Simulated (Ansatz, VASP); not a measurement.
## One calculation of Sb, two programs

```xyz
1
Lattice="3.2220 0.0000 0.0000 0.0000 3.2220 0.0000 0.0000 0.0000 3.2220" Properties=species:S:1:pos:R:3 pbc="T T T"
Sb    0.0000    0.0000    0.0000
```

This isn't the form of Sb at room conditions, which is rhombohedral.

Alike in both runs: task single point; functional LDA; k mesh 8 × 8 × 8; occupations fermi-dirac, width 0.05 eV; no spin polarisation.

|  | VASP | Ansatz |
| --- | --- | --- |
| version | VASP 6.6.1 | Ansatz 0.2.0 |
| potentials or method | VASP PAW LDA potentials, release 64 (Sb) | Ansatz PAW |
| plane-wave cutoff (eV) | 520 | 420 |
| valence electrons in the cell | 5 | 15 |

VASP gave:

```
gap on the k mesh at the Fermi level (eV) : none
pressure (GPa)                            : -7.6
```

Task: Which values does Ansatz return?

Result: gap on the k mesh at the Fermi level (eV): none; pressure (GPa): -7.7.

A gap of «none» marks a metal or a gap that the smearing closes. The two sets of potentials don't hold the same shells in valence.

Caveats: the PAW data sets come from PBE, with cores solved anew for the run's functional, which leaves a small shift of forces and pressure (Ansatz). Spin-orbit coupling is left out, which matters for the levels of Sb.
